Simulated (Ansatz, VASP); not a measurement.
AlN: VASP beside Ansatz

```
Al N
1.0
     3.12989    0.00000    0.00000
    -1.56494    2.71056    0.00000
     0.00000    0.00000    4.81630
Al N
2 2
Direct
  0.33333 0.66667 0.99710
  0.66667 0.33333 0.49710
  0.33333 0.66667 0.38790
  0.66667 0.33333 0.88790
```

Alike in both runs: functional PBE; k mesh 9 × 9 × 6; occupations gaussian, width 0.05 eV; no spin polarisation.

Ansatz relaxed the structure, and its values are those at the end. VASP's run is a single point on that final structure, the one shown.

```csv
,VASP,Ansatz
version,VASP 6.6.1,Ansatz 0.2.0
potentials or method,"VASP PAW PBE potentials, release 64 (Al, N)","scalar-relativistic, plane waves, PAW"
plane-wave cutoff (eV),520,520
valence electrons in the cell,16,16
```

|  | VASP | Ansatz | Ansatz less VASP |
| --- | --- | --- | --- |
| gap on the k mesh at the Fermi level (eV) | 4.15 | 4.14 | -0.010 |
| least direct gap on the mesh (eV) | 4.15 | 4.14 | -0.010 |
| pressure (GPa) | 7.7 | 7.8 | +0.18 |

With one functional, cell and mesh, what is left measures potentials, basis and numerics. Ansatz warned: «stress_scf_threshold_loose».

Caveats: an odd mesh through Γ misses points on the zone boundary, where band edges often lie. PBE gaps usually lie below the measured ones, often by a third to a half.
